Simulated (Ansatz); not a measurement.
Relaxed bulk SiC:

```cif
data_structure
_symmetry_space_group_name_H-M 'F-43m'
_symmetry_Int_Tables_number 216
_cell_length_a 4.3563
_cell_length_b 4.3563
_cell_length_c 4.3563
_cell_angle_alpha 90.000
_cell_angle_beta 90.000
_cell_angle_gamma 90.000
_cell_volume 82.67
loop_
_atom_site_label
_atom_site_type_symbol
_atom_site_symmetry_multiplicity
_atom_site_Wyckoff_symbol
_atom_site_fract_x
_atom_site_fract_y
_atom_site_fract_z
_atom_site_occupancy
Si1 Si 4 a 0.00000 0.00000 0.00000 1
C1 C 4 c 0.25000 0.25000 0.25000 1
```

Miller indices refer to the conventional cell of F-43m (No. 216), a = 4.356 Å, b = 4.356 Å, c = 4.356 Å, α = 90.00°, β = 90.00°, γ = 90.00°. The bulk's gap is 1.71 eV.

The (211) slab of 13 planes, 10.7 Å thick with 15 Å of vacuum as cut; outer planes SiC (top) and SiC (bottom).

Method: DFT r2SCAN, scalar-relativistic, plane waves, PAW in Ansatz 0.2.0. Plane waves to 500 eV, a k mesh through Γ of 9×4×1 on the computed 26-atom cell and Gaussian smearing (0.05 eV); no spin polarisation. The cell repeats along c with a dipole correction in the vacuum.

This cut of an insulator is polar or leaves open shells, so the slab is metallic here; real surfaces compensate by reconstruction or adsorbates.

Results for the relaxed slab:

| Property | Result |
| --- | --- |
| Surface energy (mean of both faces) | 4.38 J/m² |
| Gap of the slab on the mesh | none (metal or semimetal) |
| Work function | 4.33 eV (top), 5.51 eV (bottom) |
| Dipole of the slab along +c, per cell | 0.15 e·Å |

Relaxation lowers the energy by 0.580 J/m² a face; the largest move is 0.291 Å.

| plane (bottom to top) | atoms | spacing to next, bulk (Å) | relaxed (Å) | change (%) | rumpling (Å) |
| --- | --- | --- | --- | --- | --- |
| 1 | SiC | 0.889 | 0.753 | -15.4 | 0.195 |
| 2 | SiC | 0.889 | 0.869 | -2.3 | 0.175 |
| 3 | SiC | 0.889 | 0.910 | +2.4 | 0.127 |
| 4 | SiC | 0.889 | 0.880 | -1.1 | 0.021 |
| 5 | SiC | 0.889 | 0.890 | +0.1 | 0.034 |
| 6 | SiC | 0.889 | 0.890 | +0.1 | 0.054 |
| 7 | SiC | 0.889 | 0.891 | +0.2 | 0.014 |
| 8 | SiC | 0.889 | 0.893 | +0.4 | 0.013 |
| 9 | SiC | 0.889 | 0.883 | -0.7 | 0.071 |
| 10 | SiC | 0.889 | 0.937 | +5.3 | 0.017 |
| 11 | SiC | 0.889 | 0.823 | -7.4 | 0.068 |
| 12 | SiC | 0.889 | 0.798 | -10.3 | 0.320 |
| 13 | SiC |  |  |  | 0.221 |